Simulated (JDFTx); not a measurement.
The system is ZrB2.

```
CELL_PARAMETERS angstrom
3.17000 0.00000 0.00000
-1.58500 2.74530 0.00000
0.00000 0.00000 3.53300
ATOMIC_POSITIONS crystal
Zr 0.00000 0.00000 0.00000
B 0.66667 0.33333 0.50000
B 0.33333 0.66667 0.50000
```

Base run:

| Quantity | Value |
| --- | --- |
| Program | JDFTx 1.7.0 (patched build) |
| Functional | PBE |
| Potentials or basis | PseudoDojo-SR-PBE-0.5-standard with smoothed tails |
| Cutoff | 1034 eV |
| Density cutoff | 8272 eV |
| k mesh | 10 × 10 × 8 |
| Occupations | fermi-dirac, width 0.05 eV |
| Spin | no spin polarisation |

Its results: band gap on the k mesh none (metal or under the smearing width); pressure 0.8 GPa.

**Question.** The run is repeated on the same cell with these changes: hubbard terms from none to Zr d U = 1 eV; hubbard projectors from none to atomic pseudo-orbitals, not orthogonalised. What comes out?

**Answer.** Band gap on the k mesh none (metal or under the smearing width); pressure 0.0 GPa.

Caveats: the empty levels aren't tightly converged; U without spin polarisation on a metal has little footing (some runs); the U is typed as a test and isn't derived for this compound (some runs).
